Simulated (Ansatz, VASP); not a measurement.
Fe in VASP and in Ansatz

```xyz
1
Lattice="0.0000 1.8093 1.8093 1.8093 0.0000 1.8093 1.8093 1.8093 0.0000" Properties=species:S:1:pos:R:3 pbc="T T T"
Fe    0.0000    0.0000    0.0000
```

Change from the starting cell: volume scaled by 0.97, PAW files.

Alike in both runs: task electric field gradients; functional PBE; k mesh 17 × 17 × 17; occupations fermi-dirac, width 0.03 eV; collinear spin.

|  | VASP | Ansatz |
| --- | --- | --- |
| version | VASP 6.6.1 | Ansatz 0.2.0 |
| potentials or method | VASP PAW PBE potentials, release 64 (Fe) | PAW with Ansatz's default frozen-core files, scalar-relativistic |
| plane-wave cutoff (eV) | 520 | 420 |
| valence electrons in the cell | 8 | 16 |

VASP gave:

| Item | Value |
| --- | --- |
| pressure (GPa) | 1.6 |
| net moment per atom (μB) | 2.53 |
| size of the moment on the site where the two differ most (μB) | 2.52 |
| Vzz of the field gradient on the site that differs most (V/Å²) | 0.0 |

Q: Which values does Ansatz return?

A: Pressure (GPa): 1.7; net moment per atom (μB): 2.52; size of the moment on the site where the two differ most (μB): 2.57; Vzz of the field gradient on the site that differs most (V/Å²): 0.0.

Site moments also hang on the region over which each program counts them. The two sets of potentials don't hold the same shells in valence.
